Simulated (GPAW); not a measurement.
Runs of GPAW 26.7.0 on Si2Mo. Symmetry: P6_222, No. 180, hexagonal system. Conventional cell: a = 4.585 Å, b = 4.585 Å, c = 6.580 Å, α = 90.00°, β = 90.00°, γ = 120.00°. Around Mo (site symmetry 222) lie 10 Si at 2.57 to 2.67 Å. Si (site symmetry 2) is surrounded by 5 Si at 2.55 to 2.67 Å and 5 Mo at 2.57 to 2.67 Å. Measurements of this composition are mostly on another form, of space group No. 139.

```tsv
task	level	potentials or basis	U	k mesh	cutoff (eV)	smearing	band path	band points	response ecut	response k mesh	response bands	gap on the mesh (eV)	pressure (GPa)	largest force (eV/Å)
band structure	LDA	the program's PAW data sets (release 1.2.1) made for this functional, pw	-	5 × 5 × 3	600	fermi-dirac 0.05 eV	GMKGALHA,LM,KH	100	-	-	-	-	(b)	0.07
band structure	r2SCAN	GPAW PAW data sets (gpaw-data 1.2.1), pw	-	5 × 5 × 3	600	fermi-dirac 0.05 eV	GMKGALHA,LM,KH	100	-	-	-	-	0.8	0.01
band structure	PBEsol	PAW data sets generated in the run's folder for this functional, pw	-	5 × 5 × 3	600	fermi-dirac 0.05 eV	GMKGALHA,LM,KH	100	-	-	-	-	-0.9	0.05
single point	PBEsol	PAW data sets generated in the run's folder for this functional, pw	-	7 × 7 × 4	600	fermi-dirac 0.05 eV	-	-	-	-	-	(a)	-0.9	0.05
dielectric tensor	LDA+U	the program's PAW data sets (release 1.2.1) made for this functional, pw	Mo d U = 8 eV	6 × 6 × 4	400	fermi-dirac 0.001 eV	-	-	100 eV	7 × 7 × 5	105	1.26	-	-
```

Alike in all rows: no spin polarisation; cell as given.

Estimate the missing entries.

(a) 0.25; (b) -4.6.

Caveats: an odd mesh through Γ misses points on the zone boundary, where band edges often lie (some runs); the PAW data sets were made with another functional, which shifts forces and pressure a little (some runs); the long-wavelength limit can be off by several per cent where d states take part (some runs); response on these states lacks terms of the Hamiltonian (some runs); the U is typed as a test and isn't derived for this compound (some runs).

A k mesh can miss the band edges, and the runs leave out spin-orbit coupling on Mo.

Not every run made on this cell is shown here.
